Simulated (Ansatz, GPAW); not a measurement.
**One calculation of Al2Cu, 3 ways**

```
Cu Al
1.0
    -2.03034    2.03034    2.85109
     2.03034   -2.03034    2.85109
     2.03034    2.03034   -2.85109
Cu Al
1 2
Direct
  0.50000 0.50000 0.00000
  0.25000 0.75000 0.50000
  0.75000 0.25000 0.50000
```

The cell comes from a database or a generator and needn't be the stable form of this composition.

Alike in all runs: task single point; functional PBEsol; k mesh 9 × 9 × 9; occupations fermi-dirac, width 0.05 eV; no spin polarisation; no spin-orbit coupling. Pressure is positive in compression and, in plane waves, holds the error of the finite cutoff, which Ansatz's Pulay term estimates and takes out.

```tsv
program and potentials	plane-wave cutoff (eV)	notes	pressure (GPa)
Ansatz, Ansatz PAW	420	potentials made for PBE, which Ansatz adapts in part; 8.33 valence electrons an atom on average; Pulay term of +0.06 GPa included	-0.09
Ansatz, all-electron LAPW, scalar-relativistic	-	-	-0.11
GPAW, PAW data sets generated for this functional	600	5.67 valence electrons an atom on average; this data set often lies off other programs	0.48
```

The pressure spans -0.11 (Ansatz, all-electron LAPW, scalar-relativistic) to 0.48 GPa (GPAW, PAW data sets generated for this functional), with all-electron results at -0.11.

The functional is the same throughout but for its coding, so the spread measures potentials, basis and numerics; runs on potential files found faulty are left out.
